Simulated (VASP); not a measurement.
# N in VASP: single point with LDA

Aim: the single point of N with LDA.

All numbers are computed with VASP 6.6.1; they aren't measurements. Logs are shortened: lines on timing, memory, paths and dates and some standing lists are left out, and cuts for length are marked.

### Step 1. The structure

The cell holds a molecule_in_box, 1 atom: a = 14.000 Å, b = 14.500 Å, c = 15.000 Å, α = 90.00°, β = 90.00°, γ = 90.00°.

### Step 2. Single point, LDA, collinear spin, ferromagnetic start

Contents of INCAR:

```
SYSTEM = N
PREC = Accurate
ENCUT = 450
EDIFF = 1E-6
ISMEAR = 0
SIGMA = 0.005
LREAL = .False.
LASPH = .True.
NELM = 200
ALGO = Normal
ISIF = 2
LWAVE = .False.
LCHARG = .False.
ISPIN = 2
MAGMOM = 3
LORBIT = 11
NBANDS = 12
AMIX = 0.2
BMIX = 1E-4
AMIX_MAG = 0.8
BMIX_MAG = 1E-4
ISYM = 0
```

Contents of KPOINTS:

```
regular mesh
0
Gamma
  1 1 1
  0 0 0
```

Contents of POSCAR:

```
N
1.0
   14.0000000000      0.0000000000      0.0000000000
    0.0000000000     14.5000000000      0.0000000000
    0.0000000000      0.0000000000     15.0000000000
N
1
Direct
    0.5000000000      0.5000000000      0.5000000000
```

Potentials or basis: VASP PAW LDA potentials, release 64 (N).

Run with:

```
$ cat potpaw_LDA.64/N/POTCAR > POTCAR
$ mpirun -np 2 vasp_gam > vasp.out
```

OUTCAR:

```text
SYSTEM = N
   PREC = Accurate
   ENCUT = 450
   EDIFF = 1E-6
   ISMEAR = 0
   LREAL = .False.
   LASPH = .True.
   NELM = 200
   ISIF = 2
   ISPIN = 2
   LORBIT = 11
   AMIX = 0.2
   AMIX_MAG = 0.8
   ISYM = 0

 ion  position               nearest neighbor table
   1  0.500  0.500  0.500-

IMPORTANT INFORMATION: All symmetrisations will be switched off!
NOSYMM: (Re-)initialisation of all symmetry stuff for point group C_1.

----------------------------------------------------------------------------------------

                                     Primitive cell

  volume of cell :    3045.0000

  direct lattice vectors                    reciprocal lattice vectors
    14.000000000  0.000000000  0.000000000     0.071428571  0.000000000  0.000000000
     0.000000000 14.500000000  0.000000000     0.000000000  0.068965517  0.000000000
     0.000000000  0.000000000 15.000000000     0.000000000  0.000000000  0.066666667

  length of vectors
    14.000000000 14.500000000 15.000000000     0.071428571  0.068965517  0.066666667

  position of ions in fractional coordinates (direct lattice)
     0.500000000  0.500000000  0.500000000

  ion indices of the primitive-cell ions
   primitive index   ion index
                 1           1

----------------------------------------------------------------------------------------

 KPOINTS: regular mesh

Automatic generation of k-mesh.
 Grid dimensions read from file:
 generate k-points for:    1    1    1

 Generating k-lattice:

  Cartesian coordinates                     Fractional coordinates (reciprocal lattice)
     0.071428571  0.000000000  0.000000000     1.000000000  0.000000000  0.000000000
     0.000000000  0.068965517  0.000000000     0.000000000  1.000000000  0.000000000
     0.000000000  0.000000000  0.066666667     0.000000000  0.000000000  1.000000000

  Length of vectors
     0.071428571  0.068965517  0.066666667

  Shift w.r.t. Gamma in fractional coordinates (k-lattice)
     0.000000000  0.000000000  0.000000000

 Subroutine IBZKPT returns following result:
 ===========================================

 Found      1 irreducible k-points:

 Following reciprocal coordinates:
            Coordinates               Weight
  0.000000  0.000000  0.000000      1.000000
   k-points           NKPTS =      1   k-points in BZ     NKDIM =      1   number of bands    NBANDS=     12
   number of dos      NEDOS =    301   number of ions     NIONS =      1
   total plane-waves  NPLWV = ******
   dimension x,y,z NGX =    98 NGY =  100 NGZ =  108
   dimension x,y,z NGXF=   196 NGYF=  200 NGZF=  216
   ions per type =               1
   NGX,Y,Z   is equivalent  to a cutoff of  11.64, 11.47, 11.97 a.u.
   NGXF,Y,Z  is equivalent  to a cutoff of  23.27, 22.93, 23.94 a.u.
 SYSTEM =  N
   PREC   = accura    normal or accurate (medium, high low for compatibility)
   ISTART =      0    job   : 0-new  1-cont  2-samecut
   ICHARG =      2    charge: 1-file 2-atom 10-const
   ISPIN  =      2    spin polarized calculation?
   LNONCOLLINEAR =      F non collinear calculations
   LSORBIT =      F    spin-orbit coupling
   LASPH  =      T    aspherical Exc in radial PAW
   ENCUT  =  450.0 eV  33.07 Ry    5.75 a.u.  24.22 25.08 25.95*2*pi/ulx,y,z
   NELM   =    200;   NELMIN=  2; NELMDL= -5     # of ELM steps
   EDIFF  = 0.1E-05   stopping-criterion for ELM
   LREAL  =      F    real-space projection
   EDIFFG = 0.1E-04   stopping-criterion for IOM
   NSW    =      0    number of steps for IOM
   IBRION =     -1    ionic relax: 0-MD 1-quasi-New 2-CG
   NFREE  =      0    steps in history (QN), initial steepest desc. (CG)
   ISIF   =      2    stress and relaxation
   ISYM   =      0    0-nonsym 1-usesym 2-fastsym
   POTIM  = 0.5000    time-step for ionic-motion
   TEBEG  =    0.0;   TEEND  =   0.0 temperature during run
   PSTRESS=    0.0 pullay stress
   NELECT =       5.0000    total number of electrons
   NUPDOWN=      -1.0000    fix difference up-down
   EMIN   =  10.00;   EMAX   =-10.00  energy-range for DOS
   EFERMI =   0.00;   METHOD = LEGACY
   ISMEAR =     0;   SIGMA  =   0.01  broadening in eV -4-tet -1-fermi 0-gaus
   EFERMI_NEDOS =   21; number of points for ismear=-14 and -15
   IALGO  =     38    algorithm
   IMIX   =      4    mixing-type and parameters
     AMIX     =   0.20;   BMIX     =  0.00
     AMIX_MAG =   0.80;   BMIX_MAG =  0.00
  volume/ion in A,a.u.               =    3045.00     20548.67
  Fermi-wavevector in a.u.,A,eV,Ry     =   0.193139  0.364979  0.507532  0.037303
  Thomas-Fermi vector in A             =   0.937105
   LORBIT       =     11    0 simple, 1 ext, 2 COOP (PROOUT), +10 PAW based schemes
   GGA     = CA    functional components
   LHFCALC =     F    Hartree Fock is set to
   AEXX    =    0.0000 exact exchange contribution
   IVDW    =     0    specifies the selected vdW correction
   LEPSILON=     F    determine dielectric tensor
   LRPA    =     F    only Hartree local field effects (RPA)
 spin polarized calculation
 Gauss-broadening in eV      SIGMA  =   0.01
  energy-cutoff  :      450.00
  volume of cell :     3045.00
 maximum number of plane-waves:     33027
 NGX is ok and might be reduce to    98
   NGX = 49   NGY = 51   NGZ = 51

 number of electron       5.0000000 magnetization       2.9999999

 Free energy of the ion-electron system (eV)
  ---------------------------------------------------
  ext. energy  EPLUGINS =         0.00000000
  ---------------------------------------------------
  free energy    TOTEN  =        -2.88485933 eV

  energy without entropy =       -2.88485933  energy(sigma->0) =       -2.88485933

 E-fermi :  -8.2693     XC(G=0):  -0.1649

 val. band max:       -8.3149178332   @ k =   0.0000   0.0000   0.0000
 cond. band min:      -4.4381642274   @ k =   0.0000   0.0000   0.0000
 fundamental gap:      3.8767536058
 Fermi energy:        -8.2692796549

 spin component 1

 k-point     1 :       0.0000    0.0000    0.0000
  band No.  band energies     occupation
      1     -19.5463      1.00000
      2      -8.3150      1.00000
      3      -8.3149      1.00000
      4      -8.3149      1.00000
      5      -0.2012      0.00000
      6       0.3665      0.00000
      7       0.5707      0.00000
      8       0.6115      0.00000
      9       0.6570      0.00000
     10       0.6697      0.00000
     11       0.7239      0.00000
     12       1.2030      0.00000
 Fermi energy:        -8.2692796549

 spin component 2

 k-point     1 :       0.0000    0.0000    0.0000
  band No.  band energies     occupation
      1     -15.3688      1.00000
      2      -4.4382      0.00000
      3      -4.4381      0.00000
      4      -4.4381      0.00000
      5      -0.1024      0.00000
      6       0.4995      0.00000
      7       0.6155      0.00000
      8       0.6597      0.00000
      9       0.6763      0.00000
     10       0.7091      0.00000
     11       0.7311      0.00000
     12       1.2889      0.00000

------------------------ aborting loop because EDIFF is reached ----------------------------------------

  FORCE on cell =-STRESS in cart. coord.  units (eV):
  Direction    XX          YY          ZZ          XY          YZ          ZX
  --------------------------------------------------------------------------------------
  -------------------------------------------------------------------------------------
  Total       -0.1521360     -0.1535673     -0.1532484     -0.0000021     -0.0000050     -0.0000019
  in kB       -0.0800489     -0.0808020     -0.0806342     -0.0000011     -0.0000026     -0.0000010
  external PRESSURE =      -0.0804950 kB  Pullay stress =       0.0000000 kB

 VOLUME and BASIS-vectors are now :
 -----------------------------------------------------------------------------
  energy-cutoff  :      450.00
  volume of cell :     3045.00
      direct lattice vectors                 reciprocal lattice vectors
    14.000000000  0.000000000  0.000000000     0.071428571  0.000000000  0.000000000
     0.000000000 14.500000000  0.000000000     0.000000000  0.068965517  0.000000000
     0.000000000  0.000000000 15.000000000     0.000000000  0.000000000  0.066666667

 POSITION                                       TOTAL-FORCE (eV/Angst)
 -----------------------------------------------------------------------------------
      7.00000      7.25000      7.50000         0.000000     -0.000001      0.000002
 -----------------------------------------------------------------------------------
    total drift:                                0.000000     -0.000001      0.000002

  FREE ENERGIE OF THE ION-ELECTRON SYSTEM (eV)
  ---------------------------------------------------
  free  energy   TOTEN  =        -2.8848593269 eV

  energy  without entropy=       -2.8848593269  energy(sigma->0) =       -2.88485933

 total charge

# of ion       s       p       d       tot
------------------------------------------
    1        1.359   1.886   0.000   3.245

 magnetization (x)

# of ion       s       p       d       tot
------------------------------------------
    1        0.035   1.886   0.000   1.921
```

Wall time 26 s (2 MPI ranks of Intel Xeon 6975P-C (Granite Rapids), shared host); peak memory 0.79 GiB.

What came out:

- Free energy: -2.8849 eV
- Gap between the frontier levels: 3.88 eV
- Net moment: 3.00 μB per cell
- Site moments: N +1.92 μB
- Valence electrons inside the program's atomic spheres: N 3.25

Caveat: the cutoff is under 1.25 times the usual one of these potentials, so pressure, stress and relaxed cells hold a basis-set (Pulay) error. Expect the measured gap to be larger: semilocal functionals such as LDA lack the derivative discontinuity.
